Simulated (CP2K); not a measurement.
The system is SnSe.

```
Sn Se
1.0
     4.25678    0.00000    0.00000
     2.12839    3.68648    0.00000
     2.12839    1.22883    3.47565
Sn Se
1 1
Direct
  0.00000 0.00000 0.00000
  0.50000 0.50000 0.50000
```

Measurements of this composition are mostly on another form, of space group No. 62.

Base run:

| Property | Result |
| --- | --- |
| Program | CP2K 2026.2 |
| Functional | TASK |
| Potentials or basis | POTENTIAL_UZH Sn GTH-SCAN-q4, Se GTH-SCAN-q6; TZVP-MOLOPT-SCAN-GTH basis |
| Density cutoff | 9184 eV |
| k mesh | 8 × 8 × 8 |
| Occupations | fermi-dirac, width 0.01 eV |
| Spin | no spin polarisation |

Its results: pressure 0.7 GPa.

The run is repeated on the same cell with these changes: functional from TASK to r2SCAN; occupations from fermi-dirac, width 0.01 eV to fermi-dirac, width 0.05 eV. What comes out?

Pressure -2.2 GPa.

Caveats: the basis of atomic orbitals isn't converged, which shifts pressures, moduli and gaps; the potentials were made for another functional, which shifts forces and pressure (some runs).
